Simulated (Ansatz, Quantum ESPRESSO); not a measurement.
# ZnSe and the pressure, program beside program

The cell as given:

Symmetry: F-43m, No. 216, cubic system. The conventional cell has a = 5.668 Å, b = 5.668 Å, c = 5.668 Å, α = 90.00°, β = 90.00°, γ = 90.00°. Se (site symmetry -43m) is surrounded by 4 Zn at 2.45 Å. Zn (site symmetry -43m) is surrounded by 4 Se at 2.45 Å.

Kept alike: task relaxation of cell and atoms; functional PBEsol; k mesh 8 × 8 × 8; occupations fermi-dirac, width 0.05 eV; no spin polarisation. The mesh is that of the run's cell of 2 atoms. No spin-orbit coupling.

- A: Ansatz, Ansatz PAW, made for PBE, cutoff 420 eV
- B: Quantum ESPRESSO, SSSP 1.3 efficiency PBE, made for PBE, cutoff 857 eV

```csv
pressure (GPa),A: volume (Å³/atom),B: volume (Å³/atom)
0,22.345,22.350
2,?,21.713
5,20.922,20.914
10,19.879,19.862
```

Values on potentials made for another functional: all of A; all of B. Values hold for each row's relaxed cell, which stops near the pressure aimed at. Ansatz's stress holds its Pulay term. The runs follow the start's structure, whether or not it is the stable one at these pressures.

Estimate the value left open.

In the median of the other rows A lies +0.008 Å³/atom from the other column, which points to 21.721; the run gave 21.715 Å³/atom, -0.006 from it.
